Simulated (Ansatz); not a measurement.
Independent-particle absorption of LiNbO$_{3}$ (R3c, a = 5.190 Å, b = 5.190 Å, c = 14.014 Å, α = 90.00°, β = 90.00°, γ = 120.00°), no local fields or excitons, 0.1 eV broadening. Level of theory: DFT PBE, scalar-relativistic, plane waves, PAW (Ansatz).

Plane waves to 420 eV, a k mesh through Γ of 6×6×6 on the computed 10-atom cell and Gaussian smearing (0.02 eV); no spin polarisation. The spectrum is summed on a 9×9×9 mesh.

```xyz
10
Lattice="2.5948 1.4981 4.6715 -2.5948 1.4981 4.6715 0.0000 -2.9962 4.6715" Properties=species:S:1:pos:R:3 pbc="T T T"
Li    0.0000    0.0000    3.9465
Li    0.0000    0.0000   10.9537
Nb    0.0000    0.0000    0.0064
Nb    0.0000    0.0000    7.0136
O    -0.6428   -1.4586    5.5579
O     1.5846    0.1727    5.5579
O    -0.9418    1.2860    5.5579
O    -1.6529   -0.2121    7.8937
O     0.6428    1.5375    7.8937
O     1.0101   -1.3254    7.8937
```

(photon energy (eV), ε2,zz): (0.0, 0.00), (0.4, 0.00), (0.8, 0.00), (1.2, 0.00), (1.6, 0.00), (2.0, 0.00), (2.4, 0.00), (2.8, 0.00), (3.2, 0.00), (3.6, 0.14), (4.0, 4.38), (4.4, 7.52), (4.8, 7.11), (5.2, 9.56), (5.6, 6.60), (6.0, 4.42), (6.4, 2.75), (6.8, 1.82), (7.2, 1.64), (7.6, 2.65), (8.0, 5.09), (8.4, 5.80), (8.8, 4.79), (9.2, 4.27), (9.6, 3.87), (10.0, 2.80), (10.4, 2.15), (10.8, 1.89), (11.2, 2.09), (11.6, 1.83), (12.0, 1.91), (12.4, 1.65), (12.8, 1.72), (13.2, 1.48), (13.6, 1.71), (14.0, 1.97)

The strongest peak lies near 5.2 eV. ε∞ (xx, yy, zz) = 5.9, 5.9, 5.3.

Cost: 1 run of about 8.1 core-minutes, on Intel Xeon Processor @ 2.50GHz (Skylake/Cascade Lake) (shared hosts).